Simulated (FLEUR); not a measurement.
**KI under changes of volume**

One of the cells (39.510 Å³/atom); the others are scaled copies at fixed shape and fractional positions:

```
I K
1.0
     4.29120    0.00000    0.00000
     0.00000    4.29120    0.00000
     0.00000    0.00000    4.29120
I K
1 1
Direct
  0.50000 0.50000 0.50000
  0.00000 0.00000 0.00000
```

Measurements of this composition are mostly on another form, of space group No. 225.

- Program: FLEUR MaX-R8.1 (patched build s14)
- Functional: PBE
- Potentials or basis: all-electron
- Basis: FLAPW
- Kmax: 3.8 1/bohr
- k mesh: 6 × 6 × 6
- Occupations: fermi-dirac, width 0.05 eV
- Spin: no spin polarisation

| volume (Å³/atom) | energy over the lowest point (meV/atom) | gap on the mesh (eV) |
| --- | --- | --- |
| 37.139 | 16.37 | 3.50 |
| 37.929 | 9.83 | 3.44 |
| 38.720 | 5.08 | 3.39 |
| 39.510 | ? | ? |
| 40.300 | 0.36 | 3.28 |
| 41.090 | 0.00 | 3.24 |
| 41.880 | 0.80 | 3.19 |

Q: What does the run at 39.510 Å³/atom give?

A: Energy over the lowest point 2.04 meV/atom; gap on the mesh 3.33 eV.

Worked out: A Birch-Murnaghan fit of order 3 (a polynomial in V^(-2/3)) to the other rows has its minimum at 40.92 Å³/atom with B0 = V·E''(V) = 12.4 GPa and B' = 5.0. It gives 2.00 meV/atom at 39.510 Å³/atom, against the run's 2.04. A straight line through the other rows of the gap, of slope -2.57 eV per unit of ln V, gives 3.34 eV, against the run's 3.33.

Energies are extrapolated to zero smearing.

Caveats: spin-orbit coupling is left out, which moves the levels of the heavy elements.

A mesh can miss the band edges.
